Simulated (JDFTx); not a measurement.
Runs of JDFTx 1.7.0 (patched build) on C. It takes space group Fd-3m (No. 227, cubic). The conventional cell has a = 3.567 Å, b = 3.567 Å, c = 3.567 Å, α = 90.00°, β = 90.00°, γ = 90.00°. C (site symmetry -43m) has 4 C at 1.54 Å as nearest neighbours. This isn't the form of C at room conditions, which is graphite.

```csv
task,level,potentials or basis,k mesh,cutoff (eV),smearing,SCF threshold on the residual,band ratio of the Davidson solver,max SCF steps,SCF threshold on the energy,solver of the electrons,mesh quality,gap on the mesh (eV),pressure (GPa),V0 of scaled cells (Å³/atom),B0 (GPa)
single point,HSEsol,PseudoDojo-SR-PBE-0.5-standard,5 × 5 × 5,1007,fermi-dirac 0.05 eV,-,-,100,1e-07 Ha,scf,coarse,5.12,-10.9,-,-
single point,LDA,PseudoDojo-SR-LDA-0.4.1-standard,13 × 13 × 13,1116,fermi-dirac 0.05 eV,-,-,100,1e-09 Ha,scf,not flagged,4.15,(b),-,-
single point,HSE06,PseudoDojo-SR-PBE-0.5-standard,5 × 5 × 5,1007,fermi-dirac 0.05 eV,-,-,100,1e-07 Ha,scf,coarse,5.32,-5.0,-,-
single point,HLE16,PseudoDojo-SR-PBE-0.5-standard,13 × 13 × 13,1116,fermi-dirac 0.05 eV,-,-,100,1e-09 Ha,scf,not flagged,4.91,-97.5,-,-
single point,r2SCAN,SG15-PBE-1.2,13 × 13 × 13,1088,fermi-dirac 0.05 eV,-,-,100,1e-09 Ha,scf,not flagged,4.27,-2.4,-,-
equation of state,LDA,PseudoDojo-SR-LDA-0.4.1-standard,13 × 13 × 13,1116,fermi-dirac 0.05 eV,-,-,100,1e-09 Ha,scf,not flagged,-,-,(c),465
equation of state,PBEsol,PseudoDojo-SR-PBEsol-0.4.1-standard,13 × 13 × 13,1116,fermi-dirac 0.05 eV,-,-,100,1e-09 Ha,scf,not flagged,-,-,5.63,449
single point,PBEsol,PseudoDojo-SR-PBEsol-0.4.1-standard,13 × 13 × 13,1116,fermi-dirac 0.05 eV,-,-,100,1e-09 Ha,scf,not flagged,4.05,(a),-,-
```

Alike in all rows: no spin polarisation; cell as given.

Task: Fill in the values left out.

Result: (a) -3.3; (b) -11.2; (c) 5.53.

Caveats: some runs use coarse meshes; an odd mesh through Γ misses points on the zone boundary, where band edges often lie (some runs); the potentials were made for another functional, which shifts forces and pressure (some runs); the cutoff is short for these files and lowers the pressure by up to 1 GPa (some runs); the hybrid runs on potentials with a model core (some runs); the empty levels aren't tightly converged (some runs); versions of the library of functionals differ on this one, in energies and forces (some runs); this program's HSE differs a little from the usual definition (some runs).

Runs at the PBE level aren't shown here.
